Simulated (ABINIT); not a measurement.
Runs of ABINIT 10.8.3 (patched build) on Ge. Symmetry: I4_1/amd, No. 141, tetragonal system. Conventional cell: a = 5.149 Å, b = 5.149 Å, c = 2.795 Å, α = 90.00°, β = 90.00°, γ = 90.00°. Around Ge (site symmetry -4m2) lie 6 Ge at 2.67 to 2.79 Å. This isn't the form of Ge at room conditions, which is diamond.

```tsv
task	level	potentials or basis	k mesh	cutoff (eV)	bands in the sums	broadening (eV)	scissor shift (eV)	tensor components	gap on the mesh (eV)	pressure (GPa)
single point	WC	PseudoDojo NC SR PBEsol v0.4.1 standard	8 × 8 × 8	1061	-	-	-	-	none	(a)
single point	PBEsol	PseudoDojo NC SR PBEsol v0.4.1 standard	8 × 8 × 8	952	-	-	-	-	none	-3.0
single point	LDA	PseudoDojo NC SR LDA v0.4.1 standard	8 × 8 × 8	952	-	-	-	-	none	-
optical spectrum	PBEsol	PseudoDojo NC SR PBEsol v0.4.1 standard	12 × 12 × 12	952	20	0.15	0	[11, 33]	none	-3.1
```

Alike in all rows: no spin polarisation; cell as given; smearing fermi-dirac 0.05 eV.

**Question.** Fill in the values left out.

**Answer.** (a) -0.2.

Caveats: the potentials were made for another functional, which shifts forces and pressure (some runs); the intraband (Drude) term is left out (some runs); spectra need much finer meshes, so this one isn't converged (some runs); independent-particle spectra lack excitons (some runs).

A k mesh can miss the band edges, and the runs leave out spin-orbit coupling on Ge.

A gap of «none» marks a metal or a gap under the smearing width.
